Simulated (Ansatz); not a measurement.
Born–Oppenheimer molecular dynamics of a periodic cell of 25 atoms, V (surface V(100), adsorbate V). It starts from a partly relaxed structure (largest force component 0.07 eV/Å).

All numbers below come from Ansatz, DFT PBE-D3(BJ), scalar-relativistic, plane waves, PAW. Settings: accuracy low, cutoff 250 eV, k mesh 2x1x1, fermi-dirac smearing 0.1 eV, no spin polarisation.

```json
{
  "ensemble": "NVT, Langevin thermostat",
  "time step": "4.5 fs",
  "steps asked": "200",
  "set temperature": "700 K",
  "friction": "0.01 /fs",
  "atoms held": "1 to 6",
  "seed": "971125"
}
```

First frame:

```xyz
25
Lattice="6.0400 0.0000 0.0000 0.0000 9.0600 0.0000 0.0000 0.0000 16.5300" Properties=species:S:1:pos:R:3
V 1.510 1.510 1.000
V 4.530 1.510 1.000
V 1.510 4.530 1.000
V 4.530 4.530 1.000
V 1.510 7.550 1.000
V 4.530 7.550 1.000
V 0.003 0.001 2.320
V 3.017 0.002 2.321
V 0.010 3.012 2.296
V 3.006 3.009 2.295
V 0.011 6.053 2.295
V 3.006 6.052 2.297
V 1.510 1.513 3.826
V 4.530 1.505 3.810
V 1.506 4.531 3.806
V 4.527 4.533 3.715
V 1.509 7.550 3.827
V 4.530 7.562 3.811
V -0.027 0.006 5.134
V 3.072 0.002 5.137
V -0.057 3.079 5.213
V 3.055 3.084 5.210
V -0.055 5.987 5.209
V 3.063 5.984 5.216
V 4.513 4.536 6.383
```

Question: What does the run give?

Answer: The run went to its last step.

```json
{
 "steps done": "200",
 "time covered": "900 fs",
 "mean temperature over the second half": "661 K",
 "spread of the potential energy over the second half": "8.7 meV per atom",
 "mean potential energy of the second half above the start": "61.8 meV per atom"
}
```

A run of 0.9 ps of so small a system gives no equilibrium averages. The plane-wave cutoff is below what these datasets need, so energies and pressures aren't converged. Limits of this set-up: coarse k mesh, thin slab, slab without dipole correction, magnetic elements without spin, a typed lattice constant that wasn't relaxed here, low accuracy level.

Question: What happens to the structure?

Answer: Mean squared displacements from the first frame to the last: V 0.07 Å². The details hang on the random start.

Question: How do temperature and energy run in time?

Answer: 
| time (fs) | T (K) | potential energy less start (eV) |
| --- | --- | --- |
| 0 | 700 | 0.000 |
| 45 | 425 | 1.226 |
| 90 | 478 | 0.737 |
| 135 | 560 | 1.062 |
| 180 | 540 | 1.813 |
| 225 | 617 | 1.249 |
| 270 | 642 | 1.195 |
| 315 | 572 | 1.500 |
| 360 | 668 | 1.616 |
| 405 | 732 | 1.465 |
| 450 | 815 | 1.320 |
| 495 | 537 | 1.735 |
| 540 | 774 | 1.205 |
| 585 | 744 | 1.164 |
| 630 | 572 | 1.880 |
| 675 | 582 | 1.925 |
| 720 | 726 | 1.611 |
| 765 | 599 | 1.779 |
| 810 | 583 | 1.382 |
| 855 | 450 | 1.533 |
| 900 | 640 | 1.402 |

Run time: 13 min on 2 threads of AMD EPYC 9R14 (Zen 4), on a shared host, peak memory 1.2 GiB.
